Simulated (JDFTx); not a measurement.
# GaP (F-43m) in JDFTx: a series of runs

The runs below take GaP through equation of state, with r2SCAN.

Everything below comes from runs of JDFTx 1.7.0 (patched build). Logs are shortened: lines on timing, memory, paths and dates and some standing lists are left out, and cuts for length are marked. The log counts tension as positive stress, the text compression.

**What was measured.**

From “Phosphorous dimerization in GaP at high pressure”, 2017, arxiv:1709.06667, for a bulk crystal of GaP: bulk modulus 87.5 ± 0.6 GPa.

The results are compared with them further down.

## Step 1: The structure

The structure is cubic, space group F-43m (No. 216). Conventional cell: a = 5.451 Å, b = 5.451 Å, c = 5.451 Å, α = 90.00°, β = 90.00°, γ = 90.00°. Around Ga (site symmetry -43m) lie 4 P at 2.36 Å. P (site symmetry -43m) has 4 Ga at 2.36 Å as nearest neighbours.

## Step 2: Equation of state, r2SCAN, 19.03 Å³/atom (volume scaled by 0.94)

File GaP.in:

```
lattice \
    0.0000000000     5.0448450685     5.0448450685 \
    5.0448450685     0.0000000000     5.0448450685 \
    5.0448450685     5.0448450685     0.0000000000
coords-type Cartesian
ion Ga     0.0000000000     0.0000000000     0.0000000000 1
ion P      7.5672676028     7.5672676028     7.5672676028 1

ion-species pseudo/Ga.upf
ion-species pseudo/P.upf
elec-cutoff 40 320
elec-ex-corr mgga-x-r2scan mgga-c-r2scan
kpoint-folding 6 6 6
elec-smearing Fermi 0.0018374661
elec-n-bands 15
electronic-SCF nIterations 100 energyDiffThreshold 1e-09
electronic-minimize nIterations 30 energyDiffThreshold 1e-7
forces-output-coords Cartesian

dump-name run.$VAR
dump End Ecomponents EigStats BandEigs Kpoints Forces Stress
```

Potentials or basis: SG15-PBE-1.2.

The run is started by

```sh
jdftx -c 1 -i GaP.in -o GaP.out
```

Standard output:

```text
*************** JDFTx 1.7.0 (patched build) ***************

Input parsed successfully to the following command list (including defaults):
[... the input with its defaults ...]

---------- Setting up symmetries ----------

Found 48 point-group symmetries of the bravais lattice
Found 24 space-group symmetries with basis
Applied RMS atom displacement 4.33018e-11 bohrs to make symmetries exact.

---------- Initializing the Grid ----------
R =
[            0      5.04485      5.04485  ]
[      5.04485            0      5.04485  ]
[      5.04485      5.04485            0  ]
unit cell volume = 256.787
G =
[  -0.622733   0.622733   0.622733  ]
[   0.622733  -0.622733   0.622733  ]
[   0.622733   0.622733  -0.622733  ]
Minimum fftbox size, Smin = [  60  60  60  ]
Chosen fftbox size, S = [  60  60  60  ]

---------- Initializing tighter grid for wavefunction operations ----------
R =
[            0      5.04485      5.04485  ]
[      5.04485            0      5.04485  ]
[      5.04485      5.04485            0  ]
unit cell volume = 256.787
G =
[  -0.622733   0.622733   0.622733  ]
[   0.622733  -0.622733   0.622733  ]
[   0.622733   0.622733  -0.622733  ]
Minimum fftbox size, Smin = [  44  44  44  ]
Chosen fftbox size, S = [  48  48  48  ]

---------- Exchange Correlation functional ----------
Initialized LibXC exchange functional 'Re-regularized SCAN exchange by Furness et al'
Initialized LibXC correlation functional 'Re-regularized SCAN correlation by Furness et al'

---------- Setting up pseudopotentials ----------
Width of ionic core gaussian charges (only for fluid interactions / plotting) set to 0

Reading pseudopotential file 'pseudo/Ga.upf':
  'Ga' pseudopotential, 'PBE' functional
  Generated using ONCVPSP code by D. R. Hamann
  13 valence electrons, 0 orbitals, 6 projectors, 602 radial grid points, with lMax = 2
  Core radius for overlap checks: 2.11 bohrs.

Reading pseudopotential file 'pseudo/P.upf':
  'P' pseudopotential, 'PBE' functional
  Generated using ONCVPSP code by D. R. Hamann
  5 valence electrons, 0 orbitals, 4 projectors, 602 radial grid points, with lMax = 1
  Core radius for overlap checks: 1.79 bohrs.

Initialized 2 species with 2 total atoms.

Folded 1 k-points by 6x6x6 to 216 k-points.

---------- Setting up k-points, bands, fillings ----------
Adding inversion symmetry to k-mesh for non-inversion-symmetric unit cell.
Reduced to 16 k-points under symmetry.
Computing the number of bands and number of electrons
Calculating initial fillings.
nElectrons:  18.000000   nBands: 15   nStates: 16

----- Setting up reduced wavefunction bases (one per k-point) -----
average nbasis = 3100.903 , ideal nbasis = 3102.826

---------- Setting up ewald sum ----------
Optimum gaussian width for ewald sums = 2.291281 bohr.
Real space sum over 1331 unit cells with max indices [  5  5  5  ]
Reciprocal space sum over 2197 terms with max indices [  6  6  6  ]

---------- Allocating electronic variables ----------
Initializing wave functions:  (No orbitals for LCAO)  bandwidth-limited random numbers

Setting the auxilliary hamiltonian equal to the subspace hamiltonian.

-------- Electronic minimization -----------
Will mix electronic and kinetic density at each iteration.
	FillingsUpdate:  mu: +0.918534773  nElectrons: 18.000000
	FillingsUpdate:  mu: -0.152061365  nElectrons: 18.000000
SCF: Cycle:  0   F: -52.319335883644023   dF: -1.264e+01   |Residual|: 5.946e+00   |deigs|: 1.402e+00
	FillingsUpdate:  mu: -0.154796989  nElectrons: 18.000000
SCF: Cycle:  1   F: -59.535502904882755   dF: -7.216e+00   |Residual|: 1.364e+01   |deigs|: 5.459e-01
	FillingsUpdate:  mu: -0.153269753  nElectrons: 18.000000
SCF: Cycle:  2   F: -56.380749192154568   dF: +3.155e+00   |Residual|: 2.518e+01   |deigs|: 6.160e-01
	FillingsUpdate:  mu: -0.167661110  nElectrons: 18.000000
SCF: Cycle:  3   F: -55.819074417387924   dF: +5.617e-01   |Residual|: 2.979e+01   |deigs|: 1.052e-01
	FillingsUpdate:  mu: +0.588298964  nElectrons: 18.000000
SCF: Cycle:  4   F: -59.334206120227414   dF: -3.515e+00   |Residual|: 4.942e+00   |deigs|: 2.155e+00
	FillingsUpdate:  mu: +0.202754599  nElectrons: 18.000000
SCF: Cycle:  5   F: -71.101018419381518   dF: -1.177e+01   |Residual|: 1.745e+01   |deigs|: 6.167e-01
	FillingsUpdate:  mu: +0.200955468  nElectrons: 18.000000
SCF: Cycle:  6   F: -70.998281053908343   dF: +1.027e-01   |Residual|: 1.813e+01   |deigs|: 7.888e-03
	FillingsUpdate:  mu: +0.243495729  nElectrons: 18.000000
SCF: Cycle:  7   F: -70.955867868578224   dF: +4.241e-02   |Residual|: 1.760e+01   |deigs|: 1.070e-01
	FillingsUpdate:  mu: +0.434254572  nElectrons: 18.000000
SCF: Cycle:  8   F: -70.633226462964799   dF: +3.226e-01   |Residual|: 8.671e+00   |deigs|: 5.052e-01
	FillingsUpdate:  mu: +0.412217135  nElectrons: 18.000000
SCF: Cycle:  9   F: -71.444879720369002   dF: -8.117e-01   |Residual|: 8.552e+00   |deigs|: 1.137e-01
	FillingsUpdate:  mu: +0.411710294  nElectrons: 18.000000
SCF: Cycle: 10   F: -71.452644479579277   dF: -7.765e-03   |Residual|: 8.664e+00   |deigs|: 3.741e-03
	FillingsUpdate:  mu: +0.407560952  nElectrons: 18.000000
SCF: Cycle: 11   F: -71.558602304216251   dF: -1.060e-01   |Residual|: 9.061e+00   |deigs|: 7.358e-02
	FillingsUpdate:  mu: +0.408570312  nElectrons: 18.000000
SCF: Cycle: 12   F: -71.580921361841831   dF: -2.232e-02   |Residual|: 9.116e+00   |deigs|: 1.505e-02
	FillingsUpdate:  mu: +0.294191772  nElectrons: 18.000000
SCF: Cycle: 13   F: -70.190638297631338   dF: +1.390e+00   |Residual|: 8.774e+00   |deigs|: 2.311e-01
	FillingsUpdate:  mu: +0.354617359  nElectrons: 18.000000
SCF: Cycle: 14   F: -71.384601308730566   dF: -1.194e+00   |Residual|: 1.060e+01   |deigs|: 7.724e-02
	FillingsUpdate:  mu: +0.358493021  nElectrons: 18.000000
SCF: Cycle: 15   F: -71.428581914100747   dF: -4.398e-02   |Residual|: 9.046e+00   |deigs|: 4.127e-02
	FillingsUpdate:  mu: +0.358480992  nElectrons: 18.000000
SCF: Cycle: 16   F: -71.410258584979289   dF: +1.832e-02   |Residual|: 7.906e+00   |deigs|: 2.329e-03
	FillingsUpdate:  mu: +0.356321922  nElectrons: 18.000000
SCF: Cycle: 17   F: -71.424561524143272   dF: -1.430e-02   |Residual|: 8.409e+00   |deigs|: 3.061e-03
	FillingsUpdate:  mu: +0.356563731  nElectrons: 18.000000
SCF: Cycle: 18   F: -71.402203226744149   dF: +2.236e-02   |Residual|: 8.591e+00   |deigs|: 8.275e-03
	FillingsUpdate:  mu: +0.357031670  nElectrons: 18.000000
SCF: Cycle: 19   F: -71.397653855481394   dF: +4.549e-03   |Residual|: 8.740e+00   |deigs|: 1.295e-03
	FillingsUpdate:  mu: +0.336830451  nElectrons: 18.000000
SCF: Cycle: 20   F: -71.616761181623218   dF: -2.191e-01   |Residual|: 2.875e+00   |deigs|: 1.300e-01
	FillingsUpdate:  mu: +0.312584989  nElectrons: 18.000000
SCF: Cycle: 21   F: -71.655795701024545   dF: -3.903e-02   |Residual|: 1.896e-01   |deigs|: 5.187e-02
	FillingsUpdate:  mu: -0.224138592  nElectrons: 18.000000
SCF: Cycle: 22   F: +118.108027115624708   dF: +1.898e+02   |Residual|: 9.063e+01   |deigs|: 3.296e+01
	FillingsUpdate:  mu: +0.329662315  nElectrons: 18.000000
SCF: Cycle: 23   F: -71.681378420932319   dF: -1.898e+02   |Residual|: 3.220e-01   |deigs|: 3.295e+01
	FillingsUpdate:  mu: +0.335644774  nElectrons: 18.000000
SCF: Cycle: 24   F: -71.683813737651036   dF: -2.435e-03   |Residual|: 2.092e-01   |deigs|: 6.831e-02
	FillingsUpdate:  mu: +0.337186259  nElectrons: 18.000000
SCF: Cycle: 25   F: -71.683909382337688   dF: -9.564e-05   |Residual|: 5.051e-02   |deigs|: 7.202e-03
	FillingsUpdate:  mu: +0.337817127  nElectrons: 18.000000
SCF: Cycle: 26   F: -71.683926145743868   dF: -1.676e-05   |Residual|: 2.373e-02   |deigs|: 8.518e-04
	FillingsUpdate:  mu: +0.337918086  nElectrons: 18.000000
SCF: Cycle: 27   F: -71.683925370315009   dF: +7.754e-07   |Residual|: 2.445e-02   |deigs|: 1.891e-04
	FillingsUpdate:  mu: +0.337934176  nElectrons: 18.000000
SCF: Cycle: 28   F: -71.683925805623318   dF: -4.353e-07   |Residual|: 2.382e-02   |deigs|: 7.869e-05
	FillingsUpdate:  mu: +0.337936278  nElectrons: 18.000000
SCF: Cycle: 29   F: -71.683926105878598   dF: -3.003e-07   |Residual|: 2.362e-02   |deigs|: 4.712e-05
	FillingsUpdate:  mu: +0.337933906  nElectrons: 18.000000
SCF: Cycle: 30   F: -71.683926216942297   dF: -1.111e-07   |Residual|: 2.364e-02   |deigs|: 3.990e-05
	FillingsUpdate:  mu: +0.337934332  nElectrons: 18.000000
SCF: Cycle: 31   F: -71.683926224783349   dF: -7.841e-09   |Residual|: 2.364e-02   |deigs|: 3.640e-05
	FillingsUpdate:  mu: +0.337934085  nElectrons: 18.000000
SCF: Cycle: 32   F: -71.683926238541957   dF: -1.376e-08   |Residual|: 2.364e-02   |deigs|: 4.709e-05
	FillingsUpdate:  mu: +0.337826974  nElectrons: 18.000000
SCF: Cycle: 33   F: -71.683894999341291   dF: +3.124e-05   |Residual|: 1.131e-01   |deigs|: 2.294e-03
	FillingsUpdate:  mu: +0.337739005  nElectrons: 18.000000
SCF: Cycle: 34   F: -71.683926981072972   dF: -3.198e-05   |Residual|: 1.993e-02   |deigs|: 4.428e-03
	FillingsUpdate:  mu: +0.337982273  nElectrons: 18.000000
SCF: Cycle: 35   F: -71.683935910189192   dF: -8.929e-06   |Residual|: 1.698e-02   |deigs|: 4.377e-04
	FillingsUpdate:  mu: +0.338155813  nElectrons: 18.000000
SCF: Cycle: 36   F: -71.683937117791615   dF: -1.208e-06   |Residual|: 5.150e-03   |deigs|: 5.719e-04
	FillingsUpdate:  mu: +0.338166332  nElectrons: 18.000000
SCF: Cycle: 37   F: -71.683937379597012   dF: -2.618e-07   |Residual|: 5.998e-04   |deigs|: 1.778e-04
	FillingsUpdate:  mu: +0.338171457  nElectrons: 18.000000
SCF: Cycle: 38   F: -71.683937393375402   dF: -1.378e-08   |Residual|: 8.625e-04   |deigs|: 1.989e-05
	FillingsUpdate:  mu: +0.338174931  nElectrons: 18.000000
SCF: Cycle: 39   F: -71.683937401591407   dF: -8.216e-09   |Residual|: 1.956e-04   |deigs|: 1.754e-03
	FillingsUpdate:  mu: +0.338174244  nElectrons: 18.000000
SCF: Cycle: 40   F: -71.683937402227869   dF: -6.365e-10   |Residual|: 4.640e-04   |deigs|: 1.292e-04
	FillingsUpdate:  mu: +0.338175377  nElectrons: 18.000000
SCF: Cycle: 41   F: -71.683937402881014   dF: -6.531e-10   |Residual|: 1.810e-04   |deigs|: 3.411e-05
SCF: Converged (|Delta E|<1.000000e-09 for 2 iters).

Setting wave functions to eigenvectors of Hamiltonian

# Stress tensor in Cartesian coordinates [Eh/a0^3]:
[ -0.000141736            0            0  ]
[            0 -0.000141736            0  ]
[            0            0 -0.000141736  ]

# Ionic positions in cartesian coordinates:
ion Ga   0.000000000025000   0.000000000025000   0.000000000025000 1
ion P   7.567267602775000   7.567267602775000   7.567267602775000 1

# Forces in Cartesian coordinates:
force Ga   0.000000000000000  -0.000000000000000   0.000000000000000 1
force P   0.000000000000000   0.000000000000000  -0.000000000000000 1

# Energy components:
   Eewald =      -49.2440751395158571
       EH =       24.8315698362082280
     Eloc =      -58.8513377246944884
      Enl =      -41.0264439681208444
      Exc =      -10.1555725973659854
       KE =       62.7619221906452154
-------------------------------------
     Etot =      -71.6839374028437248
       TS =        0.0000000000372897
-------------------------------------
        F =      -71.6839374028810141

IonicMinimize: Iter:   0  F: -71.683937402881014  |grad|_K:        nan
IonicMinimize: None of the convergence criteria satisfied after 0 iterations.

Dumping 'run.eigStats' ...
	eMin: -0.235729 at state 12 ( [ +0.000000 +0.500000 +0.500000 ] spin 0 )
	HOMO: +0.305505 at state 0 ( [ +0.000000 +0.000000 +0.000000 ] spin 0 )
	mu  : +0.338175
	LUMO: +0.371493 at state 12 ( [ +0.000000 +0.500000 +0.500000 ] spin 0 )
	eMax: +0.879962 at state 9 ( [ +0.000000 +0.333333 +0.333333 ] spin 0 )
	HOMO-LUMO gap: +0.065988
	Optical gap  : +0.093946 at state 0 ( [ +0.000000 +0.000000 +0.000000 ] spin 0 )
Done!
[note: mu as printed may lie anywhere between the filled and the empty levels]
```

Wall time 9.5 min (1 thread of Arm Neoverse V1, shared host); peak memory 0.17 GiB.

Results:

```yaml
Free_energy: -1950.6193 eV
Pressure: 4.2 GPa
Band_gap_on_the_k_mesh: 1.80 eV, indirect (least direct gap 2.56 eV)
```

Caveat: the potentials were made for another functional, which shifts forces and pressure.

## Step 3: Equation of state, r2SCAN, 19.43 Å³/atom (volume scaled by 0.96)

File GaP.in:

```
lattice \
    0.0000000000     5.0803733169     5.0803733169 \
    5.0803733169     0.0000000000     5.0803733169 \
    5.0803733169     5.0803733169     0.0000000000
coords-type Cartesian
ion Ga     0.0000000000     0.0000000000     0.0000000000 1
ion P      7.6205599754     7.6205599754     7.6205599754 1

ion-species pseudo/Ga.upf
ion-species pseudo/P.upf
elec-cutoff 40 320
elec-ex-corr mgga-x-r2scan mgga-c-r2scan
kpoint-folding 6 6 6
elec-smearing Fermi 0.0018374661
elec-n-bands 15
electronic-SCF nIterations 100 energyDiffThreshold 1e-09
electronic-minimize nIterations 30 energyDiffThreshold 1e-7
forces-output-coords Cartesian

dump-name run.$VAR
dump End Ecomponents EigStats BandEigs Kpoints Forces Stress ElecDensity KEdensity
```

Potentials or basis: SG15-PBE-1.2.

The run is started by

```sh
jdftx -c 1 -i GaP.in -o GaP.out
```

Run time: 5.2 min. Hardware: 1 thread of Arm Neoverse V1, shared host; peak memory 0.17 GiB.

It converged, with:

```yaml
Free_energy: -1950.6376 eV
Pressure: 2.1 GPa
Band_gap_on_the_k_mesh: 1.84 eV, indirect (least direct gap 2.37 eV)
```

Caveat: the potentials were made for another functional, which shifts forces and pressure.

## Step 4: Equation of state, r2SCAN, 20.24 Å³/atom

GaP.in: that of step 3 with these lines changed.

```diff
@@ -1,8 +1,8 @@
 lattice \
-    0.0000000000     5.0803733169     5.0803733169 \
-    5.0803733169     0.0000000000     5.0803733169 \
-    5.0803733169     5.0803733169     0.0000000000
+    0.0000000000     5.1499761211     5.1499761211 \
+    5.1499761211     0.0000000000     5.1499761211 \
+    5.1499761211     5.1499761211     0.0000000000
 coords-type Cartesian
 ion Ga     0.0000000000     0.0000000000     0.0000000000 1
-ion P      7.6205599754     7.6205599754     7.6205599754 1
+ion P      7.7249641817     7.7249641817     7.7249641817 1
```

The run is started by

```sh
jdftx -c 1 -i GaP.in -o GaP.out
```

Run time: 6.2 min. Hardware: 1 thread of Arm Neoverse V1, shared host; peak memory 0.17 GiB.

The run converged. Its results:

```
Free energy            : -1950.6441 eV
Pressure               : -1.6 GPa
Band gap on the k mesh : 1.84 eV, indirect (least direct gap 2.01 eV)
```

Caveat: the potentials were made for another functional, which shifts forces and pressure.

## Step 5: Equation of state, r2SCAN, 20.65 Å³/atom (volume scaled by 1.02)

GaP.in: that of step 4 with these lines changed.

```diff
@@ -1,8 +1,8 @@
 lattice \
-    0.0000000000     5.1499761211     5.1499761211 \
-    5.1499761211     0.0000000000     5.1499761211 \
-    5.1499761211     5.1499761211     0.0000000000
+    0.0000000000     5.1840829172     5.1840829172 \
+    5.1840829172     0.0000000000     5.1840829172 \
+    5.1840829172     5.1840829172     0.0000000000
 coords-type Cartesian
 ion Ga     0.0000000000     0.0000000000     0.0000000000 1
-ion P      7.7249641817     7.7249641817     7.7249641817 1
+ion P      7.7761243758     7.7761243758     7.7761243758 1
```

The run is started by

```sh
jdftx -c 1 -i GaP.in -o GaP.out
```

Run time: 8.3 min. Hardware: 1 thread of Arm Neoverse V1, shared host; peak memory 0.17 GiB.

It converged, with:

* Free energy: -1950.6344 eV
* Pressure: -3.1 GPa
* Band gap on the k mesh: 1.78 eV, indirect (least direct gap 1.83 eV)

Caveat: the potentials were made for another functional, which shifts forces and pressure.

## Step 6: Equation of state, r2SCAN, 21.05 Å³/atom (volume scaled by 1.04)

GaP.in: that of step 5 with these lines changed.

```diff
@@ -1,8 +1,8 @@
 lattice \
-    0.0000000000     5.1840829172     5.1840829172 \
-    5.1840829172     0.0000000000     5.1840829172 \
-    5.1840829172     5.1840829172     0.0000000000
+    0.0000000000     5.2177467367     5.2177467367 \
+    5.2177467367     0.0000000000     5.2177467367 \
+    5.2177467367     5.2177467367     0.0000000000
 coords-type Cartesian
 ion Ga     0.0000000000     0.0000000000     0.0000000000 1
-ion P      7.7761243758     7.7761243758     7.7761243758 1
+ion P      7.8266201050     7.8266201050     7.8266201050 1
```

Potentials or basis: SG15-PBE-1.2.

The run is started by

```sh
jdftx -c 1 -i GaP.in -o GaP.out
```

Run time: 10 min. Hardware: 1 thread of Arm Neoverse V1, shared host; peak memory 0.17 GiB.

The run converged. Its results:

```
Free energy            : -1950.6173 eV
Pressure               : -4.5 GPa
Band gap on the k mesh : 1.66 eV, direct
```

Caveat: the potentials were made for another functional, which shifts forces and pressure.

## Step 7: Equation of state, r2SCAN, 21.45 Å³/atom (volume scaled by 1.06)

GaP.in: that of step 6 with these lines changed.

```diff
@@ -1,8 +1,8 @@
 lattice \
-    0.0000000000     5.2177467367     5.2177467367 \
-    5.2177467367     0.0000000000     5.2177467367 \
-    5.2177467367     5.2177467367     0.0000000000
+    0.0000000000     5.2509816883     5.2509816883 \
+    5.2509816883     0.0000000000     5.2509816883 \
+    5.2509816883     5.2509816883     0.0000000000
 coords-type Cartesian
 ion Ga     0.0000000000     0.0000000000     0.0000000000 1
-ion P      7.8266201050     7.8266201050     7.8266201050 1
+ion P      7.8764725324     7.8764725324     7.8764725324 1
```

The run is started by

```sh
jdftx -c 1 -i GaP.in -o GaP.out
```

It took 7 min on 1 thread of Arm Neoverse V1, shared host; peak memory 0.17 GiB.

The run converged. Its results:

- Free energy: -1950.5935 eV
- Pressure: -5.8 GPa
- Band gap on the k mesh: 1.50 eV, direct

Caveat: the potentials were made for another functional, which shifts forces and pressure.

## Step 8: Equation of state, r2SCAN

This step only gathers the single runs of the series.

Results:

| Property | Result |
| --- | --- |
| Equilibrium volume | 19.97 Å³/atom |
| Bulk modulus | 87 GPa |
| Pressure derivative of the bulk modulus | 4.6 |

Energy against volume, from the lowest point:
| volume (Å³/atom) | energy (meV/atom) |
| --- | --- |
| 19.026 | 12.41 |
| 19.431 | 3.28 |
| 20.240 | 0.00 |
| 20.645 | 4.88 |
| 21.050 | 13.43 |
| 21.455 | 25.29 |

Caveat: the potentials were made for another functional, which shifts forces and pressure.

## Step 9: Against experiment

Step 8. A measured bulk modulus of GaP is 87.5 GPa (“Phosphorous dimerization in GaP at high pressure”, 2017, arxiv:1709.06667); the calculated 87 GPa misses it by -0.3 %. The fit is for a static lattice scaled at fixed shape and fixed fractional positions.
